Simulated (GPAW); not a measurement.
Au:

```
CELL_PARAMETERS angstrom
2.90000 0.00000 0.00000
-1.45000 2.51147 0.00000
0.00000 0.00000 4.88000
ATOMIC_POSITIONS crystal
Au 0.66667 0.33333 0.25000
Au 0.33333 0.66667 0.75000
```

This isn't the form of Au at room conditions, which is fcc.

* Program: GPAW 26.7.0
* Task: relaxation of cell and atoms
* Functional: PBEsol
* Dispersion: D3
* Potentials or basis: PAW data sets generated in the run's folder for this functional
* Cutoff: 600 eV
* Basis: pw
* k mesh: 9 × 9 × 5
* Occupations: fermi-dirac, width 0.05 eV
* Spin: no spin polarisation

At the start: pressure -8.6 GPa; volume 17.77 Å³/atom.

Task: How do energy, volume and symmetry change on relaxing?

Result: Over 6 steps the energy falls by 27.6 meV/atom and the volume is 16.81 Å³/atom (-5.4 %); space group P6_3/mmc (No. 194, to 0.05 Å).

The path:
```csv
step,energy change (eV),largest force (eV/Å),pressure (GPa),volume (Å³)
1,0.0000,0.0000,-8.58,35.54
2,-0.0322,0.0000,-5.77,34.82
3,-0.0543,0.0000,0.86,33.47
4,-0.0548,0.0000,-0.02,33.63
5,-0.0550,0.0000,-0.08,33.64
6,-0.0553,0.0000,-0.06,33.63
```

Final structure:
```yaml
crystal:
  lattice:
    - [2.85600, 0.00000, 0.00000]
    - [-1.42800, 2.47337, 0.00000]
    - [0.00000, 0.00000, 4.76064]
  atoms:
    - { symbol: Au, position: [0.66667, 0.33333, 0.25000] }
    - { symbol: Au, position: [0.33333, 0.66667, 0.75000] }
```

Caveat: with this Au data set, volumes or pressures lay over 1.5 % or 2 GPa off other programs in two to four cells of ten; later steps reuse the first step's grids; pairwise dispersion overbinds metals, which lowers pressure and volume.
